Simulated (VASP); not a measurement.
Input of a VASP 6.6.1 run:

Contents of INCAR:

```
SYSTEM = Li2Se
PREC = Accurate ; ENCUT = 520
EDIFF = 1E-6 ; ISMEAR = -1
SIGMA = 0.05 ; LREAL = .FALSE.
LASPH = .TRUE. ; NELM = 80
ALGO = Normal ; ISIF = 2
LWAVE = .FALSE. ; LCHARG = .FALSE.
GGA = RP
```

KPOINTS

```
regular mesh
0
G
  8 8 8
  0 0 0
```

Contents of POSCAR:

```
Li2Se
1.0
    0.0000000000      3.0025000000      3.0025000000
    3.0025000000      0.0000000000      3.0025000000
    3.0025000000      3.0025000000      0.0000000000
Se Li
1 2
Direct
    0.0000000000      0.0000000000      0.0000000000
    0.7500000000      0.7500000000      0.7500000000
    0.2500000000      0.2500000000      0.2500000000
```

Contents of KPOINTS_OPT:

```
path GXWKGLUWLK,UX
20
line-mode
reciprocal
 0.0000000000  0.0000000000  0.0000000000  G
 0.5000000000  0.0000000000  0.5000000000  X

 0.5000000000  0.0000000000  0.5000000000  X
 0.5000000000  0.2500000000  0.7500000000  W

 0.5000000000  0.2500000000  0.7500000000  W
 0.3750000000  0.3750000000  0.7500000000  K

 0.3750000000  0.3750000000  0.7500000000  K
 0.0000000000  0.0000000000  0.0000000000  G

 0.0000000000  0.0000000000  0.0000000000  G
 0.5000000000  0.5000000000  0.5000000000  L

 0.5000000000  0.5000000000  0.5000000000  L
 0.6250000000  0.2500000000  0.6250000000  U

 0.6250000000  0.2500000000  0.6250000000  U
 0.5000000000  0.2500000000  0.7500000000  W

 0.5000000000  0.2500000000  0.7500000000  W
 0.5000000000  0.5000000000  0.5000000000  L

 0.5000000000  0.5000000000  0.5000000000  L
 0.3750000000  0.3750000000  0.7500000000  K

 0.6250000000  0.2500000000  0.6250000000  U
 0.5000000000  0.0000000000  0.5000000000  X
```

Potentials or basis: VASP PAW PBE potentials, release 64 (Se, Li_sv).

Launch:

```console
$ cat potpaw_PBE.64/Se/POTCAR potpaw_PBE.64/Li_sv/POTCAR > POTCAR
$ mpirun -np 1 vasp_std > vasp.out
```

Question: Estimate the band gap on the k mesh.

Answer: 3.12 eV, indirect (least direct gap 3.56 eV).

Question: What does it give for the band gap along the path?

Answer: 3.12 eV, indirect (least direct gap 3.56 eV).

Levels at the corners of the path, in eV from the valence-band top:
| point | band 4 | band 5 | band 6 | band 7 | band 8 | band 9 |
| --- | --- | --- | --- | --- | --- | --- |
| Γ | 0.00 | 0.00 | 0.00 | 3.56 | 5.72 | 5.72 |
| X | -2.25 | -1.42 | -1.42 | 3.12 | 6.26 | 10.46 |
| X | -2.25 | -1.42 | -1.42 | 3.12 | 6.26 | 10.46 |
| W | -1.87 | -1.87 | -1.72 | 5.27 | 6.52 | 8.12 |
| W | -1.87 | -1.87 | -1.72 | 5.27 | 6.52 | 8.12 |
| K | -2.05 | -2.03 | -1.15 | 4.23 | 7.33 | 8.60 |
| K | -2.05 | -2.03 | -1.15 | 4.23 | 7.33 | 8.60 |
| Γ | 0.00 | 0.00 | 0.00 | 3.56 | 5.72 | 5.72 |
| Γ | 0.00 | 0.00 | 0.00 | 3.56 | 5.72 | 5.72 |
| L | -2.86 | -0.52 | -0.52 | 5.24 | 6.06 | 6.06 |
| L | -2.86 | -0.52 | -0.52 | 5.24 | 6.06 | 6.06 |
| U | -2.05 | -2.03 | -1.15 | 4.23 | 7.33 | 8.60 |
| U | -2.05 | -2.03 | -1.15 | 4.23 | 7.33 | 8.60 |
| W | -1.87 | -1.87 | -1.72 | 5.27 | 6.52 | 8.12 |
| W | -1.87 | -1.87 | -1.72 | 5.27 | 6.52 | 8.12 |
| L | -2.86 | -0.52 | -0.52 | 5.24 | 6.06 | 6.06 |
| L | -2.86 | -0.52 | -0.52 | 5.24 | 6.06 | 6.06 |
| K | -2.05 | -2.03 | -1.15 | 4.23 | 7.33 | 8.60 |
| U | -2.05 | -2.03 | -1.15 | 4.23 | 7.33 | 8.60 |
| X | -2.25 | -1.42 | -1.42 | 3.12 | 6.26 | 10.46 |

 As with any semilocal functional, this RPBE gap is likely too small.
